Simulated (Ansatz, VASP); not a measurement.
# BN: VASP beside Ansatz

INCAR

```
SYSTEM = BN
PREC = Accurate
ENCUT = 520
EDIFF = 1E-6
ISMEAR = -1
SIGMA = 0.03
LREAL = .FALSE.
LASPH = .TRUE.
NELM = 100
ALGO = Normal
ISIF = 2
LWAVE = .FALSE.
LCHARG = .FALSE.
GGA = PE
NBANDS = 11
```

Contents of KPOINTS:

```
regular mesh
0
G
  13 13 13
  0 0 0
```

Contents of POSCAR:

```
BN
1.0
    0.0000000000      1.8429501765      1.8429501765
    1.8429501765      0.0000000000      1.8429501765
    1.8429501765      1.8429501765      0.0000000000
B N
1 1
Direct
    0.0000000000      0.0000000000      0.0000000000
    0.7500000000      0.7500000000      0.7500000000
```

Input for Ansatz:

```yaml
crystal:
  lattice:
    - [0.0, 1.8429501765, 1.8429501765]
    - [1.8429501765, 0.0, 1.8429501765]
    - [1.8429501765, 1.8429501765, 0.0]
  atoms:
    - { symbol: B, position: [0.0, 0.0, 0.0] }
    - { symbol: "N", position: [0.75, 0.75, 0.75] }
kpoints:
  mp_grid: { grid: [13, 13, 13] }
  band_path:
    path:
      - [0.0, 0.0, 0.0]
      - [-0.5, -0.5, 0.0]
      - [-0.375, -0.375, 0.25]
      - [-0.375, 0.0, 0.375]
      - [0.0, 0.0, 0.0]
      - [0.0, 0.0, 0.5]
      - [-0.5, -0.25, 0.25]
      - [-0.5, -0.5, 0.0]
    npoints: 5
scf:
  occupations: { method: fermi_dirac, width: 0.03 }
hamiltonian:
  xc: pbe
  pseudopotentials: { kind: all_electron, lapw: { basis_error: 0.001 } }
output:
  forces: true
  stress: true
  eigenvalues: true
```

Change from the starting cell: volume scaled by 1.06.

Alike in both runs: task single point; functional PBE; k mesh 13 × 13 × 13; occupations fermi-dirac, width 0.03 eV; no spin polarisation.

```csv
,VASP,Ansatz
version,VASP 6.6.1,Ansatz 0.2.0
potentials or method,"VASP PAW PBE potentials, release 64 (B, N)","all-electron LAPW, scalar-relativistic"
plane-wave cutoff (eV),520,see its input
```

VASP gave:

* gap on the k mesh at the Fermi level (eV): 4.46
* pressure (GPa): -16.9

Which values does Ansatz return?

gap on the k mesh at the Fermi level (eV): 4.47; pressure (GPa): -17.0.

Ansatz ran all-electron here, so the differences hold the error of VASP's frozen core and of both bases.

Caveats: so large a pressure means that the cell lies far from this level's equilibrium, or that cutoff or potentials fall short (VASP); an odd mesh through Γ misses points on the zone boundary, where band edges often lie.
